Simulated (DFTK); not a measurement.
# Pb (Fm-3m) in DFTK: further runs

One crystal, Pb, is run at these levels: r2SCAN, LDA, PBE, PBEsol; tasks: band structure, equation of state.

All numbers are computed with DFTK 0.8.2; they aren't measurements. Logs are shortened: lines on timing, memory, paths and dates and some standing lists are left out, and cuts for length are marked.

## Step 1: Starting point

The structure is cubic, space group Fm-3m (No. 225). Conventional cell: a = 4.950 Å, b = 4.950 Å, c = 4.950 Å, α = 90.00°, β = 90.00°, γ = 90.00°. Pb (site symmetry m-3m) is surrounded by 12 Pb at 3.50 Å.

## Step 2: Band structure, r2SCAN

run.jl reads:

```julia
using DFTK
using PseudoPotentialData
using Unitful, UnitfulAtomic
using LinearAlgebra, Printf
using AtomsBase
include("save.jl")
disable_threading()

cell = [[0.0, 2.47502, 2.47502],
        [2.47502, 0.0, 2.47502],
        [2.47502, 2.47502, 0.0]]u"Å"
system = periodic_system([:Pb => [0.0, 0.0, 0.0]],
                         cell; fractional=true)
lattice   = austrip.(hcat(cell_vectors(system)...))
symbols   = atomic_symbol(system, :) .|> Symbol
positions = [lattice \ austrip.(position(system, i)) for i in 1:length(system)]
pseudopotentials = PseudoFamily("cp2k.nc.sr.pbe.v0_1.largecore.gth")
elements = Dict(s => ElementPsp(s, pseudopotentials) for s in unique(symbols))
atoms    = [elements[s] for s in symbols]

build_model(lattice, positions; symmetries=true) =
    model_DFT(lattice, atoms, positions;
              functionals=r2SCAN(),
              temperature=austrip(0.05u"eV"),
              smearing=Smearing.FermiDirac(),
              symmetries)
Ecut  = 26.0  # hartree
kgrid = [9, 9, 9]
tol   = 1e-6
to_GPa = ustrip(uconvert(u"GPa", 1u"hartree/bohr^3"))

model = build_model(lattice, positions)
basis = PlaneWaveBasis(model; Ecut, kgrid)
display(basis)
scfres = self_consistent_field(basis;
                               tol,
                               nbandsalg=AdaptiveBands(model; n_bands_converge=7),
                               solver=ScfAndersonSolver())
display(scfres.energies)
@printf "Fermi level: %.6f eV\n" ustrip(auconvert(u"eV", something(scfres.εF, NaN)))
forces = compute_forces_cart(scfres)
println("Forces (eV/Å)")
for (s, f) in zip(symbols, forces)
    @printf "%-3s %12.6f %12.6f %12.6f\n" s ustrip.(auconvert.(u"eV/Å", f))...
end
stress = compute_stresses_cart(scfres)
println("Stress (GPa)")
display(round.(stress * to_GPa; digits=4))
println("Levels at the first k-point (eV): ", round.(ustrip.(auconvert.(u"eV", scfres.eigenvalues[1][1:scfres.n_bands_converge])); digits=4))
save_scf!(scfres; forces, stress)

points = Dict("G" => [0.0, 0.0, 0.0], "K" => [0.375, 0.375, 0.75], "L" => [0.5, 0.5, 0.5], "U" => [0.625, 0.25, 0.625], "W" => [0.5, 0.25, 0.75], "X" => [0.5, 0.0, 0.5])
segments = [("G", "X", 7), ("X", "W", 4), ("W", "K", 3), ("K", "G", 7), ("G", "L", 6), ("L", "U", 4), ("U", "W", 3), ("W", "L", 5), ("L", "K", 4), ("U", "X", 3)]
kcoords = vcat([[points[a] + t * (points[b] - points[a]) for t in range(0, 1, n)] for (a, b, n) in segments]...)
bands = compute_bands(scfres, ExplicitKpoints(kcoords); n_bands=9, tol=1e-5)
for (k, ε) in zip(bands.basis.kpoints, bands.eigenvalues)
    @printf "%d %8.4f %8.4f %8.4f " k.spin k.coordinate...
    println(join([@sprintf("%9.4f", e) for e in ustrip.(auconvert.(u"eV", ε .- scfres.εF))]))
end
results["band_energies"] = rows(bands.eigenvalues); results["band_kpoints"] = rows(kcoords)
```

Potentials or basis: cp2k.nc.sr.pbe.v0_1.largecore.gth (PBE, GTH, large core).

Launch:

```bash
$ julia --threads=1 run.jl  # save.jl only writes the numbers to a file and isn't shown; printed stress counts tension as positive; times include loading and compiling
```

Output:

```text
PlaneWaveBasis discretization:

    Ecut                 : 26.0 Ha
    fft_size             : (36, 36, 36), 46656 total points
    kgrid                : MonkhorstPack([9, 9, 9])
    num.   red. kpoints  : 729
    num. irred. kpoints  : 35

    Discretized Model(mgga_x_r2scan+mgga_c_r2scan, 3D):
        lattice (in Bohr)    : [0         , 4.67711   , 4.67711   ]
                               [4.67711   , 0         , 4.67711   ]
                               [4.67711   , 4.67711   , 0         ]
        unit cell volume     : 204.63 Bohr³

        atoms                : Pb
        pseudopot. family    : PseudoFamily("cp2k.nc.sr.pbe.v0_1.largecore.gth")

        num. electrons       : 4
        spin polarization    : none
        temperature          : 0.0018375 Ha
        smearing             : DFTK.Smearing.FermiDirac()

        terms                : Kinetic()
                               AtomicLocal()
                               AtomicNonlocal()
                               Ewald(nothing)
                               PspCorrection()
                               Hartree()
                               Xc(mgga_x_r2scan, mgga_c_r2scan)
                               Entropy()
n     Energy            log10(ΔE)   log10(Δρ)   log10(Δτ)   Diag   Δtime
---   ---------------   ---------   ---------   ---------   ----   ------
  1   -3.565687031724                   -1.03       -1.09    4.6    3.50s
  2   -3.566891334871       -2.92       -1.59       -1.43    1.0    2.29s
  3   -3.567444699861       -3.26       -2.25       -2.49    2.7    2.06s
  4   -3.567487374513       -4.37       -2.82       -3.27    2.7    2.80s
  5   -3.567489410148       -5.69       -3.38       -3.91    2.7    2.78s
  6   -3.567489545143       -6.87       -4.00       -4.38    2.9    2.13s
  7   -3.567489554159       -8.04       -4.44       -4.85    2.6    2.74s
  8   -3.567489555438       -8.89       -5.43       -5.24    2.7    2.72s
  9   -3.567489555468      -10.52       -5.53       -6.02    3.1    2.37s
 10   -3.567489555477      -11.08       -6.65       -6.52    2.5    2.56s
Energy breakdown (in Ha):
    Kinetic             1.1600967
    AtomicLocal         -0.4054085
    AtomicNonlocal      0.0238690
    Ewald               -3.9211069
    PspCorrection       0.5260326
    Hartree             0.0449603
    Xc                  -0.9957861
    Entropy             -0.0001467

    total               -3.567489555477
Fermi level: 1.945608 eV
Forces (eV/Å)
Pb      0.000000     0.000000    -0.000000
Stress (GPa)
3×3 StaticArraysCore.SMatrix{3, 3, Float64, 9} with indices SOneTo(3)×SOneTo(3):
 -2.0047  -0.0      0.0
  0.0     -2.0047  -0.0
 -0.0     -0.0     -2.0047
Levels at the first k-point (eV): [-10.1959, 10.0549, 10.0549, 10.0549, 13.9899, 14.8016, 15.1442]
1   0.0000   0.0000   0.0000  -12.1415   8.1093   8.1093   8.1093  12.0443  12.8560  13.1986  13.1986  13.1986
1   0.0833   0.0000   0.0833  -11.9520   7.0541   7.3102   7.3102  10.8093  13.7120  14.2433  14.2433  14.7949
1   0.1667   0.0000   0.1667  -11.3847   5.0560   5.8427   5.8427   9.4705  11.2101  16.4041  16.4041  17.0350
1   0.2500   0.0000   0.2500  -10.4467   2.7502   4.4607   4.4607   8.4333   8.8215  18.5867  18.5867  20.0048
1   0.3333   0.0000   0.3333   -9.1665   0.2798   3.3889   3.3889   7.2697   7.7024  20.3114  20.3114  21.9338
1   0.4167   0.0000   0.4167   -7.6654  -2.0427   2.7175   2.7175   6.4348   7.2688  22.0520  22.0520  22.1720
[... 38 lines left out ...]
1   0.5625   0.1250   0.5625   -6.6527  -3.0551   0.8545   2.7322   6.7068   8.9007  21.2147  21.2227  21.4802
1   0.5000   0.0000   0.5000   -6.6871  -3.3127   2.4892   2.4892   6.1734   7.1252  23.0012  23.3796  23.3796
```

It took 59 s on 1 thread of AMD EPYC 9R45 (Zen 5), shared host; peak memory 1.6 GiB.

What came out:

- Free energy: -97.0763 eV
- Pressure: 2.0 GPa
- Band gap on the k mesh: none (metal or under the smearing width)

Levels at the corners of the path, in eV from the Fermi level:
```tsv
point	band 1	band 2	band 3	band 4	band 5	band 6
Γ	-12.14	8.11	8.11	8.11	12.04	12.86
X	-6.69	-3.31	2.49	2.49	6.17	7.13
W	-6.52	-1.33	-1.33	0.52	11.92	13.60
K	-6.75	-2.29	-1.12	3.44	7.27	12.56
Γ	-12.14	8.11	8.11	8.11	12.04	12.86
L	-8.30	-4.25	6.22	6.22	10.33	11.35
U	-6.75	-2.29	-1.12	3.44	7.27	12.56
W	-6.52	-1.33	-1.33	0.52	11.92	13.60
L	-8.30	-4.25	6.22	6.22	10.33	11.35
K	-6.75	-2.29	-1.12	3.44	7.27	12.56
U	-6.75	-2.29	-1.12	3.44	7.27	12.56
X	-6.69	-3.31	2.49	2.49	6.17	7.13
```

Caveat: GTH potentials come without recommended cutoffs, and this one wasn't checked for convergence; the potentials were made for another functional, which shifts forces and pressure; spin-orbit coupling is left out, which moves the levels of the heavy elements; this set keeps more shells in the core, which shifts pressures and gaps.

## Step 3: Band structure, LDA

Edit run.jl of step 2 so:

```diff
@@ -4,3 +4,2 @@
 using LinearAlgebra, Printf
-using AtomsBase
 include("save.jl")
@@ -8,11 +7,7 @@
 
-cell = [[0.0, 2.47502, 2.47502],
-        [2.47502, 0.0, 2.47502],
-        [2.47502, 2.47502, 0.0]]u"Å"
-system = periodic_system([:Pb => [0.0, 0.0, 0.0]],
-                         cell; fractional=true)
-lattice   = austrip.(hcat(cell_vectors(system)...))
-symbols   = atomic_symbol(system, :) .|> Symbol
-positions = [lattice \ austrip.(position(system, i)) for i in 1:length(system)]
-pseudopotentials = PseudoFamily("cp2k.nc.sr.pbe.v0_1.largecore.gth")
+lines     = readlines("POSCAR")
+lattice   = austrip(1u"Å") * parse(Float64, lines[2]) * hcat([parse.(Float64, split(l)) for l in lines[3:5]]...)
+symbols   = vcat([fill(Symbol(s), parse(Int, n)) for (s, n) in zip(split(lines[6]), split(lines[7]))]...)
+positions = [parse.(Float64, split(l)[1:3]) for l in lines[9:8+length(symbols)]]
+pseudopotentials = PseudoFamily("cp2k.nc.sr.lda.v0_1.largecore.gth")
 elements = Dict(s => ElementPsp(s, pseudopotentials) for s in unique(symbols))
@@ -22,3 +17,3 @@
     model_DFT(lattice, atoms, positions;
-              functionals=r2SCAN(),
+              functionals=LDA(),
               temperature=austrip(0.05u"eV"),
@@ -26,3 +21,3 @@
               symmetries)
-Ecut  = 26.0  # hartree
+Ecut  = 20.0  # hartree
 kgrid = [9, 9, 9]
@@ -36,4 +31,3 @@
                                tol,
-                               nbandsalg=AdaptiveBands(model; n_bands_converge=7),
-                               solver=ScfAndersonSolver())
+                               nbandsalg=AdaptiveBands(model; n_bands_converge=7))
 display(scfres.energies)
```

POSCAR reads:

```
Pb
1.0
    0.0000000000      2.4750200000      2.4750200000
    2.4750200000      0.0000000000      2.4750200000
    2.4750200000      2.4750200000      0.0000000000
Pb
1
Direct
    0.0000000000      0.0000000000      0.0000000000
```

Potentials or basis: cp2k.nc.sr.lda.v0_1.largecore.gth (LDA, GTH).

Launch:

```bash
$ julia --threads=1 run.jl  # save.jl only writes the numbers to a file and isn't shown; printed stress counts tension as positive; times include loading and compiling
```

Output:

```text
PlaneWaveBasis discretization:

    Ecut                 : 20.0 Ha
    fft_size             : (30, 30, 30), 27000 total points
    kgrid                : MonkhorstPack([9, 9, 9])
    num.   red. kpoints  : 729
    num. irred. kpoints  : 35

    Discretized Model(lda_x+lda_c_pw, 3D):
        lattice (in Bohr)    : [0         , 4.67711   , 4.67711   ]
                               [4.67711   , 0         , 4.67711   ]
                               [4.67711   , 4.67711   , 0         ]
        unit cell volume     : 204.63 Bohr³

        atoms                : Pb
        pseudopot. family    : PseudoFamily("cp2k.nc.sr.lda.v0_1.largecore.gth")

        num. electrons       : 4
        spin polarization    : none
        temperature          : 0.0018375 Ha
        smearing             : DFTK.Smearing.FermiDirac()

        terms                : Kinetic()
                               AtomicLocal()
                               AtomicNonlocal()
                               Ewald(nothing)
                               PspCorrection()
                               Hartree()
                               Xc(lda_x, lda_c_pw)
                               Entropy()
n     Energy            log10(ΔE)   log10(Δρ)   Diag   Δtime
---   ---------------   ---------   ---------   ----   ------
  1   -3.652751369236                   -1.06    4.3    594ms
  2   -3.653368431520       -3.21       -1.60    1.0    939ms
  3   -3.653412222323       -4.36       -2.57    1.6    331ms
  4   -3.653412589001       -6.44       -3.47    3.1    456ms
  5   -3.653412611010       -7.66       -3.95    2.8    916ms
  6   -3.653412613740       -8.56       -4.75    1.8    332ms
  7   -3.653412613852       -9.95       -5.56    2.7    380ms
  8   -3.653412613856      -11.45       -6.82    2.6    902ms
Energy breakdown (in Ha):
    Kinetic             1.1249498
    AtomicLocal         -0.3865050
    AtomicNonlocal      0.2404848
    Ewald               -3.9211069
    PspCorrection       0.2419269
    Hartree             0.0470695
    Xc                  -1.0001135
    Entropy             -0.0001182

    total               -3.653412613856
Fermi level: 3.433099 eV
Forces (eV/Å)
Pb     -0.000000     0.000000    -0.000000
Stress (GPa)
3×3 StaticArraysCore.SMatrix{3, 3, Float64, 9} with indices SOneTo(3)×SOneTo(3):
  3.211  -0.0     0.0
  0.0     3.211  -0.0
 -0.0    -0.0     3.211
Levels at the first k-point (eV): [-8.1287, 10.9641, 10.9641, 10.9641, 14.8539, 14.9324, 16.025]
1   0.0000   0.0000   0.0000  -11.5618   7.5310   7.5310   7.5310  11.4208  11.4993  12.5919  12.5919  12.5919
1   0.0833   0.0000   0.0833  -11.3862   6.4719   6.8110   6.8110  10.3071  12.4741  13.5287  13.5287  14.0353
1   0.1667   0.0000   0.1667  -10.8607   4.5625   5.4582   5.4582   9.0659  10.5316  15.4777  15.4777  15.5053
1   0.2500   0.0000   0.2500   -9.9929   2.4190   4.1694   4.1694   8.0981   8.2591  17.3959  17.3959  18.1494
1   0.3333   0.0000   0.3333   -8.8138   0.1470   3.1663   3.1663   6.7466   7.4137  18.9403  18.9403  20.1031
1   0.4167   0.0000   0.4167   -7.4520  -1.9702   2.5372   2.5372   5.9234   7.0066  20.4892  20.4892  21.3659
[... 38 lines left out ...]
1   0.5625   0.1250   0.5625   -6.5710  -2.8472   0.7813   2.5507   6.2587   8.4510  19.8361  19.9556  20.0685
1   0.5000   0.0000   0.5000   -6.6031  -3.0885   2.3233   2.3233   5.6647   6.8717  21.5453  21.5611  21.5611
```

Run time: 20 s. Hardware: 1 thread of AMD EPYC 9R45 (Zen 5), shared host; peak memory 1.4 GiB.

Results:

| Item | Value |
| --- | --- |
| Free energy | -99.4144 eV |
| Pressure | -3.2 GPa |
| Band gap on the k mesh | none (metal or under the smearing width) |

Levels at the corners of the path, in eV from the Fermi level:
```
point  band 1  band 2  band 3  band 4  band 5  band 6  band 7
    Γ  -11.56    7.53    7.53    7.53   11.42   11.50   12.59
    X   -6.60   -3.09    2.32    2.32    5.66    6.87   21.56
    W   -6.45   -1.23   -1.23    0.43   11.08   12.89   12.89
    K   -6.65   -2.13   -1.09    3.21    6.83   11.84   17.58
    Γ  -11.56    7.53    7.53    7.53   11.42   11.50   12.59
    L   -8.05   -4.02    5.79    5.79    9.64   10.62   11.40
    U   -6.65   -2.13   -1.09    3.21    6.83   11.84   17.58
    W   -6.45   -1.23   -1.23    0.43   11.08   12.89   12.89
    L   -8.05   -4.02    5.79    5.79    9.64   10.62   11.40
    K   -6.65   -2.13   -1.09    3.21    6.83   11.84   17.58
    U   -6.65   -2.13   -1.09    3.21    6.83   11.84   17.58
    X   -6.60   -3.09    2.32    2.32    5.66    6.87   21.55
```

Caveat: GTH potentials come without recommended cutoffs, and this one wasn't checked for convergence; spin-orbit coupling is left out, which moves the levels of the heavy elements.

[end of part 1 of 2]
